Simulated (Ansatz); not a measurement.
# One atom moved over a plane in TiAl

Computed with DFT r2SCAN, scalar-relativistic, plane waves, PAW in Ansatz. Settings: plane waves to 500 eV, k-mesh 16×16×12 (Γ-centred), Gaussian smearing 0.15 eV. No spin polarisation. Energies are free energies at this smearing, counted from the undisturbed cell; pressure is positive in compression.

Zero of the scan (as given, not relaxed at this level; it stands at -2.0 GPa, and it needn't be the usual structure):

```
Ti Al
1.0
     2.83730    0.00000    0.00000
     0.00000    2.83730    0.00000
     0.00000    0.00000    4.05910
Ti Al
1 1
Direct
  0.00000 0.00000 0.00000
  0.50000 0.50000 0.50000
```

Atom 1 (Ti) is moved by p along (1.000, 0.000, 0.000) and q along (0.000, 0.000, 1.000) (Å), all else fixed. Points are written (p, q).

Energy above the undisturbed cell in eV/cell (a dash: not computed):

```csv
p \ q,-0.200,-0.100,0.000,0.100,0.200
-0.200,0.23,0.13,0.09,0.13,0.23
-0.100,0.15,0.05,0.02,0.05,0.15
0.000,0.12,0.03,0.00,0.03,0.12
0.100,0.15,0.05,0.02,0.05,0.15
0.200,0.23,0.13,0.09,0.13,0.23
```

Pressure in GPa:

```csv
p \ q,-0.200,-0.100,0.000,0.100,0.200
-0.200,0.8,-0.6,-1.0,-0.6,0.8
-0.100,0.1,-1.3,-1.8,-1.3,0.1
0.000,-0.2,-1.6,-2.0,-1.6,-0.2
0.100,0.1,-1.3,-1.8,-1.3,0.1
0.200,0.8,-0.6,-1.0,-0.6,0.8
```

Cost: 9 runs of about 8.5 core-minutes in all, on Arm Neoverse V2 (shared hosts).